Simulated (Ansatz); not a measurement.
**TaC: LAPW beside PAW, part 1 of 2**

Aim: solve TaC at one geometry with full-potential LAPW, PAW on the default files and all-electron PAW on datasets made for the crystal, and see where they agree.

Computed with Ansatz 0.2.0 (DFT PBEsol, scalar-relativistic, unless a step's input says otherwise).

**1. The system as given**

The structure is cubic, space group Fm-3m (No. 225). The conventional cell has a = 4.454 Å, b = 4.454 Å, c = 4.454 Å, α = 90.00°, β = 90.00°, γ = 90.00°. Around Ta (site symmetry m-3m) lie 6 C at 2.23 Å. C (site symmetry m-3m) is surrounded by 6 Ta at 2.23 Å.

Structure file:

```cif
data_structure
_symmetry_space_group_name_H-M 'Fm-3m'
_symmetry_Int_Tables_number 225
_cell_length_a 4.4540
_cell_length_b 4.4540
_cell_length_c 4.4540
_cell_angle_alpha 90.000
_cell_angle_beta 90.000
_cell_angle_gamma 90.000
_cell_volume 88.36
loop_
_atom_site_label
_atom_site_type_symbol
_atom_site_symmetry_multiplicity
_atom_site_Wyckoff_symbol
_atom_site_fract_x
_atom_site_fract_y
_atom_site_fract_z
_atom_site_occupancy
Ta1 Ta 4 a 0.00000 0.00000 0.00000 1
C1 C 4 b 0.50000 0.00000 0.00000 1
```

The file gives the conventional cell by its symmetry; the runs use the cell typed in the input.

Structure: COD 9008731, as refined from experiment and not relaxed.

Atoms are numbered in the order of the input: Ta1, C2.

**2. Full-potential LAPW**

The input, input.yaml:

```yaml
crystal:
  lattice:
    - [0.0, 2.227, 2.227]
    - [2.227, 0.0, 2.227]
    - [2.227, 2.227, 0.0]
  atoms:
    - { symbol: Ta, position: [0.0, 0.0, 0.0] }
    - { symbol: C, position: [0.5, 0.5, 0.5] }
kpoints:
  mp_grid: { grid: [13, 13, 13] }
  band_path:
    path:
      - [0.0, 0.0, 0.0]
      - [0.5, 0.0, 0.5]
      - [0.625, 0.25, 0.625]
      - [0.375, 0.375, 0.75]
      - [0.0, 0.0, 0.0]
      - [0.5, 0.5, 0.5]
      - [0.5, 0.25, 0.75]
      - [0.5, 0.0, 0.5]
    npoints: 14
scf:
  occupations: { method: fermi_dirac, width: 0.08 }
hamiltonian:
  xc: pbesol
  pseudopotentials: { kind: all_electron, lapw: { basis_error: 0.00025 } }
output:
  forces: true
  stress: true
  eigenvalues: true
  populations: true
  dos: { projected: true, de: 0.2, e_range: [-14, 8] }
```

Launch:

```
> ansatz run input.yaml --threads 1 --pin off --max-ram 3072MiB --backend cpu --events-out ev --progress --plain --runs-dir out
```

What it wrote:

```text
Ta: projections on atomic orbitals take those of the free atom 1s2 2s2 2p6 3s2 3p6 3d10 4s2 4p6 4d10 4f14 5s2 5p6 5d3 6s2, of charge +0.00 (hamiltonian.pseudopotentials.projection_atoms)
C: projections on atomic orbitals take those of the free atom 1s2 2s2 2p2, of charge +0.00 (hamiltonian.pseudopotentials.projection_atoms)
LAPW: plane waves up to 10.041 Å⁻¹, error target 2.5e-4 eV per atom; small_component_spin mean_spin; C in spheres of 0.919 Å, 6 of its electrons in bands, Dirac shells []; Ta in spheres of 1.308 Å, 43 of its electrons in bands, Dirac shells []
Engine: ansatz 0.2.0
Pseudopotentials: kind: all_electron
Pseudopotential: Ta, LAPW, valence charge 43, Koelling and Harmon's equation, gaussian nucleus
Pseudopotential: C, LAPW, valence charge 6, Koelling and Harmon's equation, gaussian nucleus
Functional definition: PBEsol
  exchange = pbesol_x
  correlation = pbesol_c
Crystal: 2 atoms, lattice volume = 22.090 Å³
Basis set: ecut = 384.1106482557761 eV, 339 PW (Γ), exchange–correlation at level 2
Bands: 30, of which v1, the nominal top of the filled ones, is band 25 counted from 1 (24 counted from 0)
Symmetry: 48 space group operations
Space group: Fm-3m (ITA 225), of the structure as read, at distance tolerance 2.8e-5 Å
k-points: 84 of 2197
Non-local potential: Ta, projectors of the file, none
Non-local potential: C, projectors of the file, none
Initial density: superposition of atomic densities (chi_scale 0.1, normalization cell, long waves kept (reshape's long-wave potential 0.00 eV rms))
Initial wavefunctions: plane waves of lowest kinetic energy (no species holds an atomic orbital)
Functional: x = pbesol(κ = 0.804, μ = 0.12345679012345678), c = pbesol(β = 0.046)
iter 1 solved again at ethr=1.07e-2 eV; its pass at ethr=1.00e-1 eV (dr2=5.23e0 eV) is discarded
SCF iter   1: F=—  HF=-425479.322986 eV  |F-HF|=—  |Δ(HF+E_count)|=         —  Δρ=1.35e-1  dr2=5.23e0  ethr=1.07e-2  ⟨swp⟩=2.0  Hψ=15228  notcnv=0
preconditioner: auto → Kerker (q_TF=auto, 3.116 Å⁻¹)  [metal: Δε(μ)=0.094 eV  Ē_g=23.298 eV  σ=0.080 eV  W_gap=0.26  n_scr=14 (ndim 8)  ℏωp=42.5 eV  f_vac=0.000  D(μ)=0.66/eV (n_scr^D=0)]
iter 2 solved again at ethr=5.98e-4 eV; its pass at ethr=1.07e-2 eV (dr2=2.93e-1 eV) is discarded
SCF iter   2: F=—  HF=-425477.422365 eV  |F-HF|=—  |Δ(HF+E_count)|=    1.90e0  Δρ=3.28e-2  dr2=2.93e-1  ethr=5.98e-4  ⟨swp⟩=2.0  Hψ=12721  notcnv=0
SCF iter   3: F=—  HF=-425477.391780 eV  |F-HF|=—  |Δ(HF+E_count)|=         —  Δρ=2.84e-2  dr2=2.42e-1  ethr=5.97e-4  ⟨swp⟩=2.0  Hψ=7361  notcnv=0
the basis was enlarged: its passes take 436.0 KiB over the memory plan, 1 of 1 planned eigensolver slots
SCF iter   4: F=—  HF=-425477.380493 eV  |F-HF|=—  |Δ(HF+E_count)|=   1.13e-2  Δρ=1.21e-2  dr2=4.33e-2  ethr=4.93e-4  ⟨swp⟩=2.0  Hψ=6806  notcnv=0
SCF iter   5: F=—  HF=-425477.352981 eV  |F-HF|=—  |Δ(HF+E_count)|=   2.75e-2  Δρ=2.97e-3  dr2=1.36e-3  ethr=8.84e-5  ⟨swp⟩=2.5  Hψ=7611  notcnv=0
SCF iter   6: F=—  HF=-425477.353104 eV  |F-HF|=—  |Δ(HF+E_count)|=   1.23e-4  Δρ=1.08e-3  dr2=3.17e-4  ethr=2.78e-6  ⟨swp⟩=2.0  Hψ=7415  notcnv=0
SCF iter   7: F=—  HF=-425477.353075 eV  |F-HF|=—  |Δ(HF+E_count)|=   2.91e-5  Δρ=3.15e-4  dr2=2.30e-5  ethr=6.46e-7  ⟨swp⟩=2.0  Hψ=7413  notcnv=0
SCF iter   8: F=—  HF=-425477.353075 eV  |F-HF|=—  |Δ(HF+E_count)|=   2.78e-7  Δρ=9.15e-5  dr2=1.74e-6  ethr=4.70e-8  ⟨swp⟩=2.0  Hψ=7413  notcnv=0
SCF iter   9: F=—  HF=-425477.353074 eV  |F-HF|=—  |Δ(HF+E_count)|=   5.42e-7  Δρ=3.75e-5  dr2=3.61e-7  ethr=3.56e-9  ⟨swp⟩=2.6  Hψ=7548  notcnv=0
SCF iter  10: F=-425477.353074 eV  HF=-425477.353074 eV  |F-HF|=2.35e-8  |Δ(HF+E_count)|=   1.09e-7  Δρ=9.86e-6  dr2=2.34e-8  ethr=7.36e-10  ⟨swp⟩=2.6  Hψ=7555  notcnv=0
SCF 1 converged in 10 iterations: F = -425477.353074 eV  dr2 = 2.34e-8
NSCF: frozen V_eff on 99 k-points
SCF converged after 10 iterations
Free energy (F): -425477.353074 eV
Harris-Foulkes:  -425477.353074 eV  (|F-HF|=2.35e-8)
Internal energy: -425477.342896 eV  (E = F + TS)
E sigma→0 (E₀):  -425477.347985 eV
Entropy (-TS):   -0.010178 eV (-5.089 meV/atom)
Fermi energy:    25.000458 eV
--- Per-component energies (eV) ---
  E_band       = -4542.256020
  E_kinetic    = 474781.292234
  E_xc         = -8640.323546
  E_electrostatic = -891618.311584  (all electrons and nuclei)
  E_smearing   = -0.010178  (= −TS)
  E_closure    = 0.000000  (closes the sum)
  E_atoms      = -425455.876864  (free atoms, spherical and without spin; not in F)
  Σ components = -425477.353074   (vs F -425477.353074, Δ=0.00e0)
  Basis errors (estimates in eV, not in F): energy 9.0e-5 per atom: plane waves 8.1e-5 (4.5e-5 summed), levels above the bands 4.1e-56, relativity 4.9e-9, radial functions 9.2e-6, core shells 2.3e-7; eigenvalues (radial functions only) 1.0e-6; not estimated: angular momenta, meshes, grids; target (lapw.basis_error) 2.5e-4; muffin-tin radii C 0.919 Å, Ta 1.308 Å
--- Forces (eV/Å), atoms counted from 1 ---
  atom   1  Ta     0.00000000    -0.00000000    -0.00000000
  atom   2  C      0.00000000     0.00000000     0.00000000
  max |Σ_I F_I| component: 5.03e-30 eV/Å
--- Stress (GPa, compression-positive) ---
       -3.380379       0.000000      -0.000000
        0.000000      -3.380379       0.000000
       -0.000000       0.000000      -3.380379
  P = ⅓ Tr σ = -3.3804 GPa (-33.804 kbar)
--- Band table (eV; the first three rows and the last of 84) ---
  k-point 0: bands = ["-370.6090", "-370.6090", "-370.6090", "-239.5470", "-192.3887", "-192.3887", "-192.3887", "-192.3846", "-192.3846", "-43.6969", "-9.9708", "-9.9708", "-9.9708", "4.5112", "4.5126", "4.5126", "4.5126", "4.5602", "4.5602", "4.5602", "10.2223", "23.6361", "23.6361", "23.6361", "24.5481", "24.5481", "24.5481", "25.6368", "25.6368", "31.5698"]
  k-point 1: bands = ["-370.6090", "-370.6090", "-370.6090", "-239.5470", "-192.3887", "-192.3887", "-192.3887", "-192.3846", "-192.3846", "-43.6943", "-10.0148", "-9.9752", "-9.9752", "4.5115", "4.5129", "4.5143", "4.5143", "4.5582", "4.5582", "4.5603", "10.3901", "22.8340", "23.2305", "23.2305", "24.1397", "24.1397", "24.9998", "26.7822", "26.7822", "31.8924"]
  k-point 2: bands = ["-370.6090", "-370.6090", "-370.6090", "-239.5470", "-192.3887", "-192.3887", "-192.3887", "-192.3846", "-192.3846", "-43.6868", "-10.1351", "-9.9874", "-9.9874", "4.5092", "4.5173", "4.5192", "4.5192", "4.5527", "4.5527", "4.5606", "10.8740", "21.5167", "22.1219", "22.1219", "24.4988", "24.4988", "25.4640", "28.5010", "28.5010", "32.6741"]
  k-point 83: bands = ["-370.6090", "-370.6090", "-370.6090", "-239.5470", "-192.3887", "-192.3887", "-192.3887", "-192.3846", "-192.3846", "-43.6348", "-10.4531", "-10.3941", "-10.2224", "4.5254", "4.5284", "4.5315", "4.5334", "4.5386", "4.5409", "4.5454", "13.2679", "19.4280", "19.9937", "20.2303", "26.2365", "26.9086", "29.1148", "30.0645", "31.5624", "37.3409"]
--- Löwdin populations: 2 sites ---
  site symbol       q [e]
     0     Ta     72.2004
     1      C      6.7485
  spilling = 0.000646 (of n_electrons = 79.000000)
```

Run time: 25 s. Hardware: 1 thread of Intel Xeon Platinum 8488C (Sapphire Rapids), shared host; peak memory 0.52 GiB.

In short: pressure -3.38 GPa; no gap.

At the corners of the path (eV, zero at the Fermi level):

```
point  band 22  band 23  band 24  band 25  band 26  band 27  band 28
    Γ    -1.36    -1.36    -1.36    -0.45    -0.45    -0.45     0.64
    X    -4.61    -4.59    -1.74    -1.74     2.61     4.10     4.10
    U    -5.91    -4.89    -3.83    -0.63     3.15     4.00     6.30
    K    -5.91    -4.89    -3.83    -0.63     3.15     4.00     6.30
    Γ    -1.36    -1.36    -1.36    -0.45    -0.45    -0.45     0.64
    L    -8.76    -5.49    -5.49     2.72     2.72     3.70     5.32
    W    -5.29    -5.00    -5.00     1.61     1.61     4.11     4.95
    X    -4.61    -4.59    -1.74    -1.74     2.61     4.10     4.10
```

States per cell in windows of 1 eV (zero at the Fermi level; grid of 0.20 eV, so sharp peaks spill over the borders):

```
from  to  total  Ta 5d  C 2p
 -10  -9   0.00   0.00  0.00
  -9  -8   0.06   0.02  0.02
  -8  -7   0.43   0.17  0.19
  -7  -6   0.80   0.29  0.39
  -6  -5   0.89   0.36  0.45
  -5  -4   2.72   1.31  1.30
  -4  -3   0.75   0.35  0.37
  -3  -2   0.34   0.14  0.19
  -2  -1   0.38   0.18  0.18
  -1   0   0.57   0.37  0.17
   0   1   0.71   0.51  0.16
   1   2   0.89   0.68  0.16
   2   3   1.52   1.21  0.22
   3   4   1.72   1.29  0.33
   4   5   1.11   0.82  0.19
```

**3. PAW on the default files**

Edit input.yaml of step 2 so:

```diff
@@ -25,3 +25,3 @@
   xc: pbesol
-  pseudopotentials: { kind: all_electron, lapw: { basis_error: 0.00025 } }
+  pseudopotentials: { kind: paw }
 output:
@@ -30,3 +30,9 @@
   eigenvalues: true
+  efg: { contact_densities: true }
   populations: true
+  bader: true
   dos: { projected: true, de: 0.2, e_range: [-14, 8] }
+  write_density: true
+  write_potential: true
+  elf: true
+  volumetric_format: npy
```

Launch:

```
> ansatz run input.yaml --threads 1 --pin off --max-ram 3072MiB --backend cpu --events-out ev --progress --plain --runs-dir out
```

What it wrote:

```text
Ta: output.efg is read without spin–orbit coupling, which moves field gradients at and beside such atoms by some per cent and up to a factor of two; PAW files take it under magnetization.noncollinear and magnetization.spin_orbit
[... 1 set-up line as earlier in the session ...]
Pseudopotentials: kind: paw
Pseudopotential: Ta, paw, valence charge 13, recommended cutoff 420 eV (normal)
Pseudopotential: C, paw, valence charge 4, recommended cutoff 420 eV (normal)
[... 3 set-up lines as earlier in the session ...]
Crystal: 2 atoms, lattice volume = 22.090 Å³
Basis set: ecut = 420 eV, 411 PW (Γ), exchange–correlation on 48×48×48 points (8 copies of the dense FFT grid, shifted against one another)
Bands: 13, of which v1, the nominal top of the filled ones, is band 9 counted from 1 (8 counted from 0)
[... 2 set-up lines as earlier in the session ...]
k-points: 84 of 2197
Non-local potential: Ta, projectors of the file, l = 0: 3, l = 1: 2, l = 2: 2, l = 3: 1
Non-local potential: C, projectors of the file, l = 0: 2, l = 1: 2, l = 2: 1
PAW form: soft (Blöchl's): semilocal exchange-correlation on the pseudo side does not see the compensation charge
PAW frozen core: Ta, regenerated for the run's functional, and the local potential with it (the file was generated under x = pbe(κ = 0.804, μ = 0.2195149727645171), c = pbe(β = 0.06672455060314922))
PAW frozen core: C, regenerated for the run's functional, and the local potential with it (the file was generated under x = pbe(κ = 0.804, μ = 0.2195149727645171), c = pbe(β = 0.06672455060314922))
PAW one-centre angular grid: Ta, 590 points (default); XC on 64 Gauss nodes
PAW one-centre angular grid: C, 110 points (default); XC on 64 Gauss nodes
Initial density: superposition of atomic densities (neutral atoms: chi_scale 0, normalization atom), corrected by the library's trained network
Initial wavefunctions: pseudopotential atomic-orbital guess
[... 1 set-up line as earlier in the session ...]
SCF iter   1: F=—  HF=-10054.556085 eV  |F-HF|=—  |Δ(HF+E_count)|=         —  Δρ=8.59e-3  dr2=1.95e-2  ethr=1.77e-3  ⟨swp⟩=5.6  Hψ=5736  notcnv=0
preconditioner: auto → none  [metal: Δε(μ)=0.079 eV  Ē_g=10.282 eV  σ=0.080 eV  W_gap=0.24  n_scr=8 (ndim 8)  ℏωp=23.7 eV  f_vac=0.000  D(μ)=0.48/eV (n_scr^D=0)  sad-step TF]
SCF iter   2: F=—  HF=-10054.553404 eV  |F-HF|=—  |Δ(HF+E_count)|=   2.68e-3  Δρ=5.59e-3  dr2=8.76e-3  ethr=1.15e-4  ⟨swp⟩=1.0  Hψ=1764  notcnv=0
SCF iter   3: F=—  HF=-10054.551362 eV  |F-HF|=—  |Δ(HF+E_count)|=   2.04e-3  Δρ=6.05e-4  dr2=4.39e-5  ethr=5.15e-5  ⟨swp⟩=2.1  Hψ=1358  notcnv=0
SCF iter   4: F=—  HF=-10054.551336 eV  |F-HF|=—  |Δ(HF+E_count)|=   2.61e-5  Δρ=1.31e-4  dr2=2.29e-6  ethr=2.58e-7  ⟨swp⟩=2.5  Hψ=1827  notcnv=0
iter 5 did not close the SCF: its close was put off for the readings that it lacked (scf_convergence_deferred on its scf_iter line)
SCF iter   5: F=-10054.551335 eV  HF=-10054.551335 eV  |F-HF|=4.33e-8  |Δ(HF+E_count)|=   6.22e-7  Δρ=1.71e-5  dr2=5.80e-8  ethr=1.35e-8  ⟨swp⟩=2.2  Hψ=1445  notcnv=0
SCF iter   6: F=-10054.551335 eV  HF=-10054.551335 eV  |F-HF|=3.02e-10  |Δ(HF+E_count)|=   1.22e-8  Δρ=2.64e-6  dr2=5.70e-10  ethr=3.41e-10  ⟨swp⟩=5.8  Hψ=5821  notcnv=0
SCF 1 converged in 6 iterations: F = -10054.551335 eV  dr2 = 5.70e-10
NSCF: frozen V_eff on 99 k-points
SCF converged after 6 iterations
Free energy (F): -10054.551335 eV
Harris-Foulkes:  -10054.551335 eV  (|F-HF|=3.02e-10)
Internal energy: -10054.541196 eV  (E = F + TS)
E sigma→0 (E₀):  -10054.546266 eV
Entropy (-TS):   -0.010139 eV (-5.070 meV/atom)
Fermi energy:    19.886042 eV
--- Per-component energies (eV) ---
  E_band       = -66.027968
  E_kinetic    = 456.668361
  E_local      = -554.358178  (includes V_loc(G=0)·N_el)
  E_nonlocal   = 43.695420
  E_hartree    = 187.718910
  E_xc         = -266.267439
  E_vxc        = -265.204625  (∫ρ·V_xc dr)
  E_paw        = -8367.931896  (= ΣΔE_a)
  E_vpaw       = -122.266698  (= ΣTr[D̂ρ^β])
  E_aug_tail   = 0.000141  (compensation charges beyond the density's cutoff)
  E_ewald      = -1554.301263
  E_core_change = 0.234747  (= ΣΔE_core)
  E_smearing   = -0.010139  (= −TS)
  E_closure    = -0.000000  (closes the sum)
  Σ components = -10054.551335   (vs F -10054.551335, Δ=0.00e0)
--- Forces (eV/Å), atoms counted from 1 ---
  atom   1  Ta    -0.00000000     0.00000000    -0.00000000
  atom   2  C      0.00000000    -0.00000000    -0.00000000
  max |Σ_I F_I| component: 2.56e-30 eV/Å
--- Stress (GPa, compression-positive) ---
       -3.241063      -0.000000      -0.000000
        0.000000      -3.241063      -0.000000
        0.000000       0.000000      -3.241063
  P = ⅓ Tr σ = -3.2411 GPa (-32.411 kbar)
--- PAW observables at the nuclei: V_zz in 10²¹ V/m², potentials from the cell's mean, atoms counted from 1 ---
  atom   1  Ta V_zz =    +0.000000   η = 0.0000   by run symmetry: forbidden
            electrostatic potential = -14500.452952 V   contact ρ = 8144138.959922 e/Å³
  atom   2  C  V_zz =    +0.000000   η = 0.0000   by run symmetry: forbidden
            electrostatic potential = -430.498921 V   contact ρ = 861.322006 e/Å³
--- Band table (eV; the first three rows and the last of 84) ---
  k-point 0: bands = ["-48.8004", "-15.0731", "-15.0731", "-15.0731", "5.1095", "18.5233", "18.5233", "18.5233", "19.4287", "19.4287", "19.4287", "20.5277", "20.5277"]
  k-point 1: bands = ["-48.7977", "-15.1172", "-15.0775", "-15.0775", "5.2765", "17.7164", "18.1137", "18.1137", "19.0256", "19.0256", "19.8829", "21.6716", "21.6716"]
  k-point 2: bands = ["-48.7903", "-15.2375", "-15.0897", "-15.0897", "5.7581", "16.3954", "17.0032", "17.0032", "19.3858", "19.3858", "20.3484", "23.3912", "23.3912"]
  k-point 83: bands = ["-48.7381", "-15.5556", "-15.4965", "-15.3246", "8.1412", "14.3071", "14.8731", "15.1095", "21.1223", "21.7955", "24.0030", "24.9569", "26.4504"]
--- Löwdin populations: 2 sites ---
  site symbol       q [e]
     0     Ta     12.1650
     1      C      4.7776
  spilling = 0.003377 (of n_electrons = 17.000000)
--- Bader charges: 2 sites ---
  site symbol  charge [e]  shift [e]
     0     Ta      1.8665     0.0036
     1      C     -1.8665     0.0036
  estimated error of the sums over rays = 6.8e-4 e
```

Run time: 18 s. Hardware: 1 thread of Intel Xeon Platinum 8488C (Sapphire Rapids), shared host; peak memory 0.42 GiB.

Read from it: pressure -3.24 GPa; no gap.

```
atom  Bader charge (e)  basin volume (Å³)
 Ta1             +1.87              10.99
  C2             -1.87              11.10
```

The fields are shown in the conventional cell of this run's space group, carried over from its grid by interpolation.

Density in a lattice plane of the grid's cell (edges 4.45 and 4.45 Å, at 0.000 of the third edge), which holds Ta and C.

Ten even steps from ' ' (0.26 e/Å³) to '@' (4.43 e/Å³):
```
%%@@@@##--..    ..::----------::..    ..--##@@@@
@@@@##++::        ..::::--::::..        ::++##@@
**++==::..          ..........          ..::==++
::::..                  ..                  ..::
                                                
..                  ..::::::..                  
......          ..::==++**++==::..          ....
--::::..        ::++##@@@@@@##++::        ..::::
------::..    ..--##@@@@%%@@@@##--..    ..::----
------::..    ..==%%@@%%**%%@@%%==..    ..::----
------::..    ..--##@@@@%%@@@@##--..    ..::----
--::::..        ::++##@@@@@@##++::        ..::::
......          ..::==++**++==::..          ....
..                  ..::::::..                  
                                                
::::..                  ..                  ..::
**++==::..          ..........          ..::==++
@@@@##++::        ..::::--::::..        ::++##@@
%%@@@@##--..    ..::----------::..    ..--##@@@@
**%%@@%%==..    ..::----------::..    ..==%%@@%%
```
Columns run along the first of these edges and rows up along the second, over one cell in 24 and 20 even steps from the bottom left corner. Atoms in the plane (fractional): Ta at (0.00, 0.00), Ta at (0.50, 0.50), C at (0.00, 0.50), C at (0.50, 0.00).

ELF in the same plane.

Values, 12 rows by 12 columns:
```
0.50 0.70 0.48 0.28 0.72 0.69 0.45 0.69 0.72 0.28 0.48 0.70
0.58 0.48 0.21 0.27 0.59 0.72 0.73 0.72 0.60 0.27 0.21 0.48
0.30 0.28 0.27 0.28 0.27 0.28 0.30 0.28 0.27 0.28 0.27 0.28
0.73 0.72 0.59 0.27 0.21 0.48 0.58 0.48 0.21 0.27 0.60 0.72
0.45 0.69 0.72 0.28 0.48 0.70 0.50 0.70 0.48 0.28 0.72 0.69
0.00 0.45 0.73 0.30 0.58 0.50 0.00 0.50 0.58 0.30 0.73 0.45
0.45 0.69 0.72 0.28 0.48 0.70 0.50 0.70 0.48 0.28 0.72 0.69
0.73 0.72 0.60 0.27 0.21 0.48 0.58 0.48 0.21 0.27 0.59 0.72
0.30 0.28 0.27 0.28 0.27 0.28 0.30 0.28 0.27 0.28 0.27 0.28
0.58 0.48 0.21 0.27 0.60 0.72 0.73 0.72 0.59 0.27 0.21 0.48
0.50 0.70 0.48 0.28 0.72 0.69 0.45 0.69 0.72 0.28 0.48 0.70
0.00 0.50 0.58 0.30 0.73 0.45 0.00 0.45 0.73 0.30 0.58 0.50
```
Columns run along the first of these edges and rows up along the second, over one cell in 12 and 12 even steps from the bottom left corner. Atoms in the plane (fractional): Ta at (0.00, 0.00), Ta at (0.50, 0.50), C at (0.00, 0.50), C at (0.50, 0.00).

Both are smooth fields of the valence electrons: close to the nuclei they are not physical.

Maxima of ELF outside the ion cores: 0.78 in the shell around C, 0.7 Å from C.

(Continued in part 2 of 2.)
